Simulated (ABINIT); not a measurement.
# Ge (Cmcm) in ABINIT: reference runs

How does Ge come out in PBE? The cell is run as given and disturbed.

Program: ABINIT 10.8.3 (patched build). These are calculated values, not measurements. Logs are shortened: lines on timing, memory, paths and dates and some standing lists are left out, and cuts for length are marked. The log counts tension as positive stress, the text compression.

### 1 The structure

It takes space group Cmcm (No. 63, orthorhombic). Conventional cell: a = 2.976 Å, b = 5.189 Å, c = 4.728 Å, α = 90.00°, β = 90.00°, γ = 90.00°. Around Ge (site symmetry m2m) lie 12 Ge at 2.92 to 2.99 Å.

This isn't the form of Ge at room conditions, which is diamond.

### 2 Single point, PBE

run.abi

```
pp_dirpath "./"
pseudos "Ge.GGA_PBE-JTH.xml"

acell 3*1.0 Angstrom
rprim
     1.4880529250    -2.5946896100     0.0000000000
     1.4880529250     2.5946896100     0.0000000000
     0.0000000000     0.0000000000     4.7275957900
ntypat 1
znucl 32
natom 2
typat 1 1
xcart
     2.8120124872     1.6333065361     2.2334653178
     2.8120124872    -1.6333065361     6.7003959533
chkprim 0
chksymtnons 0
tolsym 1.0e-6

ecut 22.0
pawecutdg 44.0
pawxcdev 0

kptopt 1
ngkpt 10 10 6
nshiftk 1
shiftk 0.0 0.0 0.0

ixc 11

nband 18
occopt 3
tsmear 0.05 eV

nstep 100
tolvrs 1.0e-9

iomode 3
prtwf 0
prtden 0
prteig 0
prtebands 0
enunit 1
```

Potentials or basis: JTH PAW PBE v2.0.

Run with:

```bash
abinit run.abi > log 2>&1
```

run.abo:

```text
.Version 10.8.3 of ABINIT
 Symmetries : space group Cm c m (# 63); Bravais oC (1-face-center ortho.)
================================================================================
 Values of the parameters that define the memory need of the present run
     intxc =       0    ionmov =       0      iscf =      17    lmnmax =      18
     lnmax =       6     mgfft =      40  mpssoang =       3    mqgrid =    3001
     natom =       2  nloc_mem =       2    nspden =       1   nspinor =       1
    nsppol =       1      nsym =       8    n1xccc =       1    ntypat =       1
    occopt =       3   xclevel =       2
       mpw =        1232          nfft =       23040          nkpt =         124
 PAW method is used; the additional fine FFT grid is defined by:
   mgfftf=        54    nfftf =     69984
================================================================================
================================================================================

--------------------------------------------------------------------------------
------------- Echo of variables that govern the present computation ------------
--------------------------------------------------------------------------------
 -outvars: echo values of preprocessed input variables --------
            acell      1.8897261259E+00  1.8897261259E+00  1.8897261259E+00 Bohr
              amu      7.26100000E+01
          chkprim           0
      chksymtnons           0
             ecut      2.20000000E+01 Hartree
           enunit           1
                       outvar_i_n : Printing only first  50 k-points.
              ixc          11
                       outvar_i_n : Printing only first  50 k-points.
         kptrlatt       10    0    0      0   10    0      0    0    6
          kptrlen      5.36031677E+01
            natom           2
            nband          18
            ngfft          24      24      40
          ngfftdg          36      36      54
             nkpt         124
            nstep         100
             nsym           8
           ntypat           1
                       prtocc : prtvol=0, do not print more k-points.
           occopt           3
        pawecutdg      4.40000000E+01 Hartree
         pawxcdev           0
           prtden           0
        prtebands           0
           prteig           0
            prtwf           0
            rprim      1.4880529250E+00 -2.5946896100E+00  0.0000000000E+00
                       1.4880529250E+00  2.5946896100E+00  0.0000000000E+00
                       0.0000000000E+00  0.0000000000E+00  4.7275957900E+00
          spgroup          63
           tolsym      1.00000000E-06
           tolvrs      1.00000000E-09
           tsmear      1.83746611E-03 Hartree
            typat      1  1
           useylm           1
                       outvars : Printing only first  50 k-points.
           xangst      1.4880529240E+00  8.6430859674E-01  1.1818989459E+00
                       1.4880529240E+00 -8.6430859674E-01  3.5456968409E+00
            xcart      2.8120124872E+00  1.6333065361E+00  2.2334653163E+00
                       2.8120124872E+00 -1.6333065361E+00  6.7003959548E+00
             xred      3.3344662977E-01  6.6655336955E-01  2.4999999966E-01
                       6.6655336955E-01  3.3344662977E-01  7.4999999966E-01
            znucl       32.00000

================================================================================

 chkinp: Checking input parameters for consistency.

================================================================================
== DATASET  1 ==================================================================

--- !DatasetInfo
iteration_state: {dtset: 1, }
dimensions: {natom: 2, nkpt: 124, mband: 18, nsppol: 1, nspinor: 1, nspden: 1, mpw: 1232, }
cutoff_energies: {ecut:  22.0, pawecutdg:  44.0, }
electrons: {nelect:   2.80000000E+01, charge:   0.00000000E+00, occopt:   3.00000000E+00, tsmear:   1.83746611E-03, }
meta: {optdriver: 0, ionmov: 0, optcell: 0, iscf: 17, paral_kgb: 0, }
...

 Exchange-correlation functional for the present dataset will be:
  GGA: Perdew-Burke-Ernzerhof functional - ixc=11
  J.P.Perdew, K.Burke, M.Ernzerhof, PRL 77, 3865 (1996)

 Real(R)+Recip(G) space primitive vectors, cartesian coordinates (Bohr,Bohr^-1):
 R(1)=  2.8120125 -4.9032527  0.0000000  G(1)=  0.1778086 -0.1019731  0.0000000
 R(2)=  2.8120125  4.9032527  0.0000000  G(2)=  0.1778086  0.1019731  0.0000000
 R(3)=  0.0000000  0.0000000  8.9338613  G(3)=  0.0000000  0.0000000  0.1119337
 Unit cell volume ucvol=  2.4636030E+02 bohr^3
 Angles (23,13,12)=  9.00000000E+01  9.00000000E+01  1.20331510E+02 degrees

 Coarse grid specifications (used for wave-functions):

 getcut: wavevector=  0.0000  0.0000  0.0000  ngfft=  24  24  40
         ecut(hartree)=     22.000   => boxcut(ratio)=   2.01100

 Fine grid specifications (used for densities):

 getcut: wavevector=  0.0000  0.0000  0.0000  ngfft=  36  36  54
         ecut(hartree)=     44.000   => boxcut(ratio)=   2.02425

--- Pseudopotential description ------------------------------------------------
- pspini: atom type   1  psp file is ./Ge.GGA_PBE-JTH.xml
 Pseudopotential format is: paw10
 basis_size (lnmax)=  6 (lmn_size= 18), orbitals=   0   0   1   1   2   2
 Spheres core radius: rc_sph= 2.30476891
 Shapefunction is SIN type: shapef(r)=[sin(pi*r/rshp)/(pi*r/rshp)]**2
 Radius for shape functions =  1.99988291
 Compensation charge density is not taken into account in XC energy/potential

   1.13473484E+03                                ecore*ucvol(ha*bohr**3)
--------------------------------------------------------------------------------

================================================================================

--- !BeginCycle
iteration_state: {dtset: 1, }
solver: {iscf: 17, nstep: 100, nline: 4, wfoptalg: 10, }
tolerances: {tolvrs: 1.00E-09, }
...

     iter   Etot(hartree)      deltaE(h)  residm     nres2
 ETOT  1  -190.09023093113    -1.901E+02 5.763E+00 1.967E+00
 ETOT  2  -191.13503480964    -1.045E+00 5.274E-01 1.602E-01
 ETOT  3  -191.13482811387     2.067E-04 4.818E-01 5.385E-02
 ETOT  4  -191.13472530215     1.028E-04 2.050E-01 1.581E-02
 ETOT  5  -191.13465399968     7.130E-05 3.746E-02 9.471E-04
 ETOT  6  -191.13465097295     3.027E-06 4.577E-03 1.022E-05
 ETOT  7  -191.13465135725    -3.843E-07 1.056E-03 8.047E-06
 ETOT  8  -191.13465130787     4.938E-08 2.070E-03 1.387E-06
 ETOT  9  -191.13465129747     1.040E-08 1.023E-03 3.634E-08
 ETOT 10  -191.13465129798    -5.120E-10 1.065E-03 4.488E-09
 ETOT 11  -191.13465129799    -8.470E-12 8.962E-04 1.112E-09
 ETOT 12  -191.13465129798     5.457E-12 9.835E-04 2.233E-10

 At SCF step   12       nres2   =  2.23E-10 < tolvrs=  1.00E-09 =>converged.

 Cartesian components of stress tensor (hartree/bohr^3)
  sigma(1 1)= -1.00480317E-04  sigma(3 2)=  0.00000000E+00
  sigma(2 2)= -1.07218827E-04  sigma(3 1)=  0.00000000E+00
  sigma(3 3)= -1.91991238E-04  sigma(2 1)=  0.00000000E+00

--- !ResultsGS
iteration_state: {dtset: 1, }
comment   : Summary of ground state results
lattice_vectors:
- [  2.8120125,  -4.9032527,   0.0000000, ]
- [  2.8120125,   4.9032527,   0.0000000, ]
- [  0.0000000,   0.0000000,   8.9338613, ]
lattice_lengths: [   5.65237,    5.65237,    8.93386, ]
lattice_angles: [ 90.000,  90.000, 120.332, ] # degrees, (23, 13, 12)
lattice_volume:   2.4636030E+02
convergence: {deltae:  5.457E-12, res2:  2.233E-10, residm:  9.835E-04, diffor: null, }
etotal    :  -1.91134651E+02
entropy   :   0.00000000E+00
fermie    :   3.48816233E-01
cartesian_stress_tensor: # hartree/bohr^3
- [ -1.00480317E-04,   0.00000000E+00,   0.00000000E+00, ]
- [  0.00000000E+00,  -1.07218827E-04,   0.00000000E+00, ]
- [  0.00000000E+00,   0.00000000E+00,  -1.91991238E-04, ]
pressure_GPa:   3.9198E+00
xred      :
- [  3.3345E-01,   6.6655E-01,   2.5000E-01, Ge]
- [  6.6655E-01,   3.3345E-01,   7.5000E-01, Ge]
cartesian_forces: # hartree/bohr
- [ -4.53642513E-22,  -1.36434634E-05,  -0.00000000E+00, ]
- [  4.53642513E-22,   1.36434634E-05,  -0.00000000E+00, ]
force_length_stats: {min:   1.36434634E-05, max:   1.36434634E-05, mean:   1.36434634E-05, }
...

 Integrated electronic density in atomic spheres:
 ------------------------------------------------
 Atom  Sphere_radius  Integrated_density
    1        2.30477         12.18685925
    2        2.30477         12.18685925

================================================================================

 ----iterations are completed or convergence reached----

 Mean square residual over all n,k,spin=   12.445E-07; max=  98.348E-05
 reduced coordinates (array xred) for    2 atoms
       0.333446629769      0.666553369553      0.249999999664
       0.666553369553      0.333446629769      0.749999999664
 rms dE/dt=  5.4621E-05; max dE/dt=  6.6897E-05; dE/dt below (all hartree)
    1      -0.000066897350      0.000066897350      0.000000000000
    2       0.000066897350     -0.000066897350      0.000000000000

 cartesian coordinates (angstrom) at end:
    1      1.48805292399139     0.86430859673668     1.18189894591389
    2      1.48805292399139    -0.86430859673668     3.54569684091389

 cartesian forces (hartree/bohr) at end:
    1     -0.00000000000000    -0.00001364346345    -0.00000000000000
    2      0.00000000000000     0.00001364346345    -0.00000000000000
 frms,max,avg= 7.8770573E-06 1.3643463E-05   0.000E+00  0.000E+00  0.000E+00 h/b

 cartesian forces (eV/Angstrom) at end:
    1     -0.00000000000000    -0.00070157509858    -0.00000000000000
    2      0.00000000000000     0.00070157509858    -0.00000000000000
 frms,max,avg= 4.0505457E-04 7.0157510E-04   0.000E+00  0.000E+00  0.000E+00 e/A
 length scales=  1.889726125908  1.889726125908  1.889726125908 bohr
              =  1.000000000000  1.000000000000  1.000000000000 angstroms
 Fermi (or HOMO) energy (eV) =   9.49177   Average Vxc (eV)= -10.65414
 Eigenvalues (   eV  ) for nkpt= 124  k points:
 kpt#   1, nband= 18, wtk=  0.00167, kpt=  0.0000  0.0000  0.0000 (reduced coord)
 -15.15322  -15.14374  -15.14096  -15.13999  -15.13463  -15.13138  -15.12133  -15.12067
 -15.04638  -15.04583   -3.87636    2.02638    3.95868   16.10300   16.21752   18.18708
  18.30402   19.60312
 prteigrs : prtvol=0 or 1, do not print more k-points.

--- !EnergyTerms
iteration_state     : {dtset: 1, }
comment             : Components of total free energy in Hartree
kinetic             :  1.29637818387179E+01
hartree             :  3.31989114310697E+01
xc                  : -4.61799529064454E+00
Ewald energy        : -1.13754323498175E+02
psp_core            :  4.60599715098526E+00
local_psp           : -1.19066225210632E+02
PAW spherical_terms : -4.46448736633201E+00
internal            : -1.91134340945011E+02
'-kT*entropy'       : -3.10925424784344E-04
total_energy        : -1.91134651870435E+02
total_energy_eV     : -5.20103883703753E+03
...

--- !EnergyTermsDC
iteration_state     : {dtset: 1, }
comment             : '"Double-counting" decomposition of free energy'
band_energy         : -9.89070257385251E+00
Ewald energy        : -1.13754323498175E+02
psp_core            :  4.60599715098526E+00
xc_dc               : -3.19970592062677E+01
PAW spherical_terms : -4.00982522452474E+01
internal            : -1.91134340372557E+02
'-kT*entropy'       : -3.10925424784344E-04
total_energy_dc     : -1.91134651297982E+02
total_energy_dc_eV  : -5.20103882146029E+03
...

--- !EnergyTermsWithPAWCore
iteration_state     : {dtset: 1, }
comment             : 'Components of total free energy, including PAW core contributions'
Total energy        : -4.19797114005255E+03
Total energy DC     : -4.19797113948010E+03
Total energy (eV)   : -1.14232614141451E+05
Total energy DC (eV): -1.14232614125874E+05
...

 Cartesian components of stress tensor (hartree/bohr^3)
  sigma(1 1)= -1.00480317E-04  sigma(3 2)=  0.00000000E+00
  sigma(2 2)= -1.07218827E-04  sigma(3 1)=  0.00000000E+00
  sigma(3 3)= -1.91991238E-04  sigma(2 1)=  0.00000000E+00

-Cartesian components of stress tensor (GPa)         [Pressure=  3.9198E+00 GPa]
- sigma(1 1)= -2.95623299E+00  sigma(3 2)=  0.00000000E+00
- sigma(2 2)= -3.15448680E+00  sigma(3 1)=  0.00000000E+00
- sigma(3 3)= -5.64857722E+00  sigma(2 1)=  0.00000000E+00

== END DATASET(S) ==============================================================
================================================================================

 -outvars: echo values of variables after computation  --------
            acell      1.8897261259E+00  1.8897261259E+00  1.8897261259E+00 Bohr
           etotal     -1.9113465130E+02
            fcart     -4.5364251330E-22 -1.3643463449E-05 -0.0000000000E+00
                       4.5364251330E-22  1.3643463449E-05 -0.0000000000E+00
            rprim      1.4880529250E+00 -2.5946896100E+00  0.0000000000E+00
                       1.4880529250E+00  2.5946896100E+00  0.0000000000E+00
                       0.0000000000E+00  0.0000000000E+00  4.7275957900E+00
           strten     -1.0048031693E-04 -1.0721882714E-04 -1.9199123751E-04
                       0.0000000000E+00  0.0000000000E+00  0.0000000000E+00
           xangst      1.4880529240E+00  8.6430859674E-01  1.1818989459E+00
                       1.4880529240E+00 -8.6430859674E-01  3.5456968409E+00
             xred      3.3344662977E-01  6.6655336955E-01  2.4999999966E-01
                       6.6655336955E-01  3.3344662977E-01  7.4999999966E-01
 Calculation completed.
```

Run time: 98 s. Hardware: 1 thread of Intel Xeon Platinum 8259CL at 2.50GHz (Skylake/Cascade Lake), shared host; peak memory 0.18 GiB.

Results:

```yaml
Free_energy: -5201.0388 eV
Pressure: 3.9 GPa
Band_gap_on_the_k_mesh: none (metal or under the smearing width)
Valence_electrons_inside_the_program's_atomic_spheres: Ge 12.19 (radii [1.2196] Å)
```

Levels at points of the mesh, in eV from the Fermi level:
| k point | band 12 | band 13 | band 14 | band 15 | band 16 | band 17 |
| --- | --- | --- | --- | --- | --- | --- |
| (0.00, 0.00, 0.00) | -7.47 | -5.53 | 6.61 | 6.73 | 8.70 | 8.81 |
| (0.50, 0.00, 0.00) | -7.10 | -2.26 | -1.26 | -0.87 | 1.46 | 2.44 |
| (0.50, 0.50, 0.00) | -7.15 | -2.30 | -1.28 | -0.94 | 1.43 | 2.60 |
| (0.00, 0.00, 0.50) | -11.69 | 1.89 | 1.89 | 7.75 | 7.75 | 7.86 |
| (0.50, 0.00, 0.50) | -6.98 | -4.93 | -4.93 | 4.11 | 4.11 | 5.08 |
| (0.50, 0.50, 0.50) | -7.06 | -4.95 | -4.95 | 4.26 | 4.26 | 5.10 |

### 3 Single point, PBE (atoms moved at random, drawn with an rms of 0.05 Å)

run.abi

```
# Pseudopotentials
pp_dirpath "./"
pseudos "Ge.GGA_PBE-JTH.xml"

# Structure
acell 2.9911060964 2.9911060964 4.72759579 Angstrom
rprim
     0.4974925252    -0.8674682630     0.0000000000
     0.4974925252     0.8674682630     0.0000000000
     0.0000000000     0.0000000000     1.0000000000
ntypat 1
znucl 32
natom 2
typat 1 1
xcart
     2.8301949599     1.7272100041     2.2622770204
     2.8541870505    -1.6828453733     6.6580137154
chkprim 0
chksymtnons 0
tolsym 1.0e-6

# Plane-wave basis
ecut 22.0
pawecutdg 44.0
pawxcdev 0

# k points
kptopt 1
ngkpt 10 10 6
nshiftk 1
shiftk 0.0 0.0 0.0

# Exchange and correlation
ixc 11

# Bands and occupations
nband 18
occopt 3
tsmear 0.00183747

# SCF cycle
nstep 100
tolvrs 1.0e-9

# Output
iomode 3
prtwf 0
prtden 0
prteig 0
prtebands 0
enunit 2
```

Potentials or basis: JTH PAW PBE v2.0.

Run with:

```bash
abinit run.abi > log 2>&1
```

Wall time 3.7 min (1 thread of Intel Xeon Platinum 8259CL at 2.50GHz (Skylake/Cascade Lake), shared host); peak memory 0.3 GiB.

It converged, with:

| Property | Result |
| --- | --- |
| Free energy | -5201.0378 eV |
| Pressure | 3.9 GPa |
| Largest force | 0.036 eV/Å |
| Band gap on the k mesh | none (metal or under the smearing width) |
| Valence electrons inside the program's atomic spheres | Ge 12.19 (radii [1.2196] Å) |

Forces on the atoms (eV/Å):
```
Ge  -0.001 -0.013 -0.034
Ge   0.001  0.013  0.034
```

Stress tensor (GPa, compression positive):
```
 3.15  0.02 -0.02
 0.02  2.88  0.04
-0.02  0.04  5.73
```

Levels at points of the mesh, in eV from the Fermi level:
```csv
k point,band 11,band 12,band 13,band 14,band 15,band 16,band 17,band 18
"(0.00, 0.00, 0.00)",-13.37,-7.46,-5.52,6.59,6.78,8.47,9.03,10.13
"(0.50, 0.00, 0.00)",-8.35,-7.20,-2.19,-1.29,-0.73,1.28,2.46,6.38
"(0.00, 0.50, 0.00)",-8.39,-7.16,-2.22,-1.27,-0.79,1.37,2.46,6.34
"(0.50, 0.50, 0.00)",-8.61,-6.98,-2.39,-1.24,-1.09,1.74,2.59,6.60
"(0.00, 0.00, 0.50)",-11.82,-11.55,1.78,2.03,7.72,7.75,7.85,7.93
"(0.50, 0.00, 0.50)",-7.02,-6.86,-5.05,-4.90,3.99,4.23,5.10,5.17
"(0.00, 0.50, 0.50)",-7.05,-6.87,-5.03,-4.87,3.98,4.22,5.09,5.17
"(0.50, 0.50, 0.50)",-7.22,-7.01,-4.94,-4.76,4.14,4.39,5.02,5.13
```
